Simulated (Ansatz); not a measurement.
## Polymorphs of GeSe₅

These are results of DFT PBE, scalar-relativistic, plane waves, PAW in Ansatz 0.2.0, not measurements. Settings: cutoff 420 eV, Γ-centred meshes spaced at most about 0.3 Å⁻¹, and about 0.25 Å⁻¹ or finer for metals (2π included), Gaussian smearing. No spin polarisation.

The zero of energy is the elements' standard structures at the same level; no fitted shifts are applied.

These are static total energies at zero pressure. Only the structures computed here compete, so a lower one can exist. Weakly bound directions are ill-defined at this level, which has no dispersion term (P2, P-3m1, P4), and this can change margins and order among such cells. Kohn–Sham gaps at this level usually fall short of measured ones. The reference form of Se is held partly by dispersion forces, which this level lacks.

Invented guesses were relaxed alike, and ends that match in structure were merged. ΔE counts from the first row. Coordination counts Se atoms around Ge (those within 1.25 times the shortest such distance or 1.15 times the sum of covalent radii, 1.27 where that leaves under three; a plus sign parts nearer from farther groups). The ends were matched against large subsets of the Crystallography Open Database and the Materials Project, so a missing match doesn't prove that a structure is unreported.

| # | reached from | type and space group | atoms | Å³/atom | coordination | ΔE (meV/atom) | gap on mesh (eV) | in databases |
| --- | --- | --- | --- | --- | --- | --- | --- | --- |
| 1 | a cell proposed by chemical analogy | P2 (No. 3) | 6 | 29.8 | Ge 4 | 0 | 0.49 | no match |
| 2 | a cell proposed by chemical analogy | P-3m1 (No. 164) | 6 | 26.1 | Ge 6 | 52 | 0.00 | no match |
| 3 | random cell | R-3m (No. 166) | 6 | 25.3 | Ge 6+2 | 154 | 0.00 | no match |
| 4 | random cell | P4 (No. 75) | 6 | 38.2 | Ge 1+4 | 198 | 0.00 | no match |

The lowest: Space group P2 (No. 3), monoclinic, a = 5.348 Å, b = 4.752 Å, c = 7.042 Å, β = 92.2°. Around Ge lie 4 Se at 2.44–2.48 Å; around Se on a site of symmetry 1 lie 1 Se at 2.37 Å and 1 Ge at 2.48 Å; around Se on a second site of symmetry 1 lie 1 Se at 2.40 Å and 1 Ge at 2.44 Å; Se on a site of symmetry 2 is surrounded by 2 Se at 2.40 Å. Its energy over the elements is −0.029 eV/atom. The formation energy is too near zero to say whether this cell lies below the elements. An observed structure of this formula, if there is one, may be missing.

```cif
data_structure
_symmetry_space_group_name_H-M 'P2'
_symmetry_Int_Tables_number 3
_cell_length_a 5.3479
_cell_length_b 4.7518
_cell_length_c 7.0424
_cell_angle_alpha 90.000
_cell_angle_beta 92.184
_cell_angle_gamma 90.000
_cell_volume 178.83
loop_
_atom_site_label
_atom_site_type_symbol
_atom_site_symmetry_multiplicity
_atom_site_Wyckoff_symbol
_atom_site_fract_x
_atom_site_fract_y
_atom_site_fract_z
_atom_site_occupancy
Ge1 Ge 1 a 0.00000 0.97481 0.00000 1
Se1 Se 2 e 0.34668 0.28275 0.11709 1
Se2 Se 2 e 0.83390 0.71250 0.26468 1
Se3 Se 1 b 0.00000 0.03470 0.50000 1
```

The second: Space group P-3m1 (No. 164), trigonal, a = 3.686 Å, c = 13.327 Å. Around Ge lie 6 Se at 2.60 Å; around Se on a site of symmetry 3m lie 3 Ge at 2.60 Å; Se on a second site of symmetry 3m is surrounded by 3 Se at 2.66 Å; around Se on a site of symmetry -3m lie 6 Se at 2.66 Å. Counting Se atoms around Ge, the first has Ge 4 and the second has Ge 6. The first holds Se–Se units of three or more atoms (shortest 2.37 Å); in the second the shortest Se–Se distance is 2.66 Å, near bonding range too. Cells relaxed within their symmetry can be saddle points.

```xyz
6
Lattice="3.6858 0.0000 0.0000 -1.8429 3.1920 0.0000 0.0000 0.0000 13.3271" Properties=species:S:1:pos:R:3 pbc="T T T"
Ge    0.0000    0.0000    0.0000
Se    1.8429    1.0640   11.8257
Se    0.0000    2.1280    1.5013
Se    0.0000    2.1280    8.2599
Se    0.0000    0.0000    6.6635
Se    1.8429    1.0640    5.0672
```

Some types were kept out of the candidates beforehand, so the set may lack a known form.
